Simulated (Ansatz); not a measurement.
# Si3N4: the cost of one run

Computed with Ansatz 0.2.0 (DFT, PBE, plane-wave PAW, default files, scalar-relativistic, unless a step's input says otherwise).

**1. The starting structure**

The structure is hexagonal, space group P6_3 (No. 173). Conventional cell: a = 7.595 Å, b = 7.595 Å, c = 2.902 Å, α = 90.00°, β = 90.00°, γ = 120.00°. Si (site symmetry 1) has 3 N at 1.70 to 1.77 Å as nearest neighbours. Around N (site symmetry 1) lie 3 Si at 1.70 to 1.77 Å. Around N (site symmetry 3) lie 6 Si at 2.23 to 2.29 Å and 3 N at 2.45 Å.

Coordinates:

```
Si N
1.0
     7.59500    0.00000    0.00000
    -3.79750    6.57746    0.00000
     0.00000    0.00000    2.90230
Si N
6 8
Direct
  0.76870 0.17440 0.25000
  0.59430 0.76870 0.75000
  0.82560 0.59430 0.25000
  0.23130 0.82560 0.75000
  0.40570 0.23130 0.25000
  0.17440 0.40570 0.75000
  0.02970 0.32950 0.26500
  0.70020 0.02970 0.76500
  0.67050 0.70020 0.26500
  0.97030 0.67050 0.76500
  0.29980 0.97030 0.26500
  0.32950 0.29980 0.76500
  0.33333 0.66667 0.23440
  0.66667 0.33333 0.73440
```

**2. Single point at the given positions**

input.yaml

```yaml
crystal:
  lattice:
    - [7.595, 0.0, 0.0]
    - [-3.7975, 6.5774629417, 0.0]
    - [0.0, 0.0, 2.9023]
  atoms:
    - { symbol: Si, position: [0.7687, 0.1744, 0.25] }
    - { symbol: Si, position: [0.5943, 0.7687, 0.75] }
    - { symbol: Si, position: [0.8256, 0.5943, 0.25] }
    - { symbol: Si, position: [0.2313, 0.8256, 0.75] }
    - { symbol: Si, position: [0.4057, 0.2313, 0.25] }
    - { symbol: Si, position: [0.1744, 0.4057, 0.75] }
    - { symbol: "N", position: [0.0297, 0.3295, 0.265] }
    - { symbol: "N", position: [0.7002, 0.0297, 0.765] }
    - { symbol: "N", position: [0.6705, 0.7002, 0.265] }
    - { symbol: "N", position: [0.9703, 0.6705, 0.765] }
    - { symbol: "N", position: [0.2998, 0.9703, 0.265] }
    - { symbol: "N", position: [0.3295, 0.2998, 0.765] }
    - { symbol: "N", position: [0.3333333333, 0.6666666667, 0.2344] }
    - { symbol: "N", position: [0.6666666667, 0.3333333333, 0.7344] }
kpoints:
  mp_grid: { grid: [4, 4, 10] }
scf:
  occupations: { method: fermi_dirac, width: 0.02 }
hamiltonian:
  xc: pbe
  pseudopotentials: { kind: paw }
output:
  forces: true
  stress: true
  populations: true
  efg:
    quadrupole_moments_barn: { "N": 0.02044 }
    contact_densities: true
```

Command:

```sh
$ ansatz run input.yaml --threads 4 --pin off --max-ram 8192MiB --backend cpu --events-out ev --progress --plain --runs-dir out
```

Q: Estimate wall time and peak memory on 4 threads of Arm Neoverse V1, shared host.

About 7.3 s, with a peak of 0.51 GiB.
